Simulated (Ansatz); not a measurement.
**Relaxation of TePt**

Theory: DFT PBEsol, scalar-relativistic, plane waves, PAW (Ansatz 0.2.0). Run with 420 eV cutoff, 12×12×10 k-mesh, Gaussian smearing of 0.10 eV, no spin polarisation.

What was changed: biaxial strain in the a-b plane, c and atoms relaxed: -3.0 %.

Spin–orbit coupling is left out, which can shift energies with elements as heavy as these.

Command:

```bash
ansatz run input.yaml --threads 1 --pin off --max-ram 2560MiB --backend cpu --events-out ev --progress --plain --runs-dir out
```

Input:

```yaml
crystal:
  lattice:
    - [4.0964527583, 0.0, 0.0]
    - [-2.0482263791, 3.5476321541, 0.0]
    - [0.0, 0.0, 5.6413989493]
  atoms:
    - { symbol: Te, position: [0.3333333333, 0.6666666667, 0.25] }
    - { symbol: Te, position: [0.6666666667, 0.3333333333, 0.75] }
    - { symbol: Pt, position: [0.0, 0.0, 0.0] }
    - { symbol: Pt, position: [0.0, 0.0, 0.5] }
basis:
  ecutwfc: 420
kpoints:
  mp_grid: { grid: [12, 12, 10] }
hamiltonian:
  xc: pbesol
scf:
  occupations: { method: gaussian, width: 0.1 }
output:
  forces: true
  stress: true
  eigenvalues: true
relax:
  adjacent_minimum: "off"
  f_tol: 0.008
  max_steps: 40
  cell: { stress_tol: 0.015, fix: [a, b, gamma] }
```

F is the free energy. Steps run on the plane waves of an earlier cell, but the last one, and at times one on the way, on a freshly chosen basis, so a repeated geometry can differ a little in energy. The held parts of the cell keep their stress, so P needn't end at zero.

Steps:

```tsv
step	F − F(1) (eV)	largest force component (eV/Å)	V (Å³/atom)	P (GPa)
1	0.0000	0.000	20.496	6.44
2	0.0025	0.000	21.193	1.31
3	-0.0128	0.000	20.836	3.79
4	-0.0128	0.000	20.826	3.86
5	-0.0132	0.000	20.826	3.86
```

Relaxed structure:

```
CELL_PARAMETERS angstrom
4.09645 0.00000 0.00000
-2.04823 3.54763 0.00000
0.00000 0.00000 5.73221
ATOMIC_POSITIONS crystal
Te 0.33333 0.66667 0.25000
Te 0.66667 0.33333 0.75000
Pt 0.00000 0.00000 0.00000
Pt 0.00000 0.00000 0.50000
```

Symmetry: P6_3/mmc, No. 194, hexagonal system. Conventional cell: a = 4.096 Å, b = 4.096 Å, c = 5.732 Å, α = 90.00°, β = 90.00°, γ = 120.00°. Around Te (site symmetry -6m2) lie 6 Pt at 2.77 Å. Pt (site symmetry -3m) is surrounded by 6 Te at 2.77 Å and 2 Pt at 2.87 Å.

The run converged. It took 87 s on 1 thread of Intel(R) Xeon(R) Platinum 8259CL CPU @ 2.50GHz (Skylake/Cascade Lake) (shared host), peak memory 0.63 GiB.